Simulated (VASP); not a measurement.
C:

```
C
1.0
     2.52210    0.00000    0.00000
    -1.26105    2.18420    0.00000
     0.00000    0.00000    8.23710
C
8
Direct
  0.66667 0.33333 0.84375
  0.33333 0.66667 0.34375
  0.66667 0.33333 0.65625
  0.33333 0.66667 0.15625
  0.00000 0.00000 0.90625
  0.00000 0.00000 0.40625
  0.00000 0.00000 0.59375
  0.00000 0.00000 0.09375
```

This is a hexagonal form of diamond, not graphite.

Base run:

- Program: VASP 6.6.1
- Functional: PBE0
- Potentials or basis: VASP PAW PBE potentials, release 64 (C)
- Cutoff: 520 eV
- k mesh: 8 × 8 × 2
- Occupations: gaussian, width 0.02 eV
- Spin: no spin polarisation

Its results: band gap on the k mesh 6.36 eV, indirect (least direct gap 7.28 eV); pressure -6.9 GPa; largest force 0.334 eV/Å.

Q: The run is repeated on the same cell with these changes: functional from PBE0 to HSE06. What comes out?

A: Band gap on the k mesh 5.61 eV, indirect (least direct gap 6.56 eV); pressure -6.8 GPa; largest force 0.334 eV/Å.

Caveats: the PAW data sets were made with another functional, which shifts forces and pressure a little.

A k mesh can miss the band edges.

Not every run made on this cell is shown here.
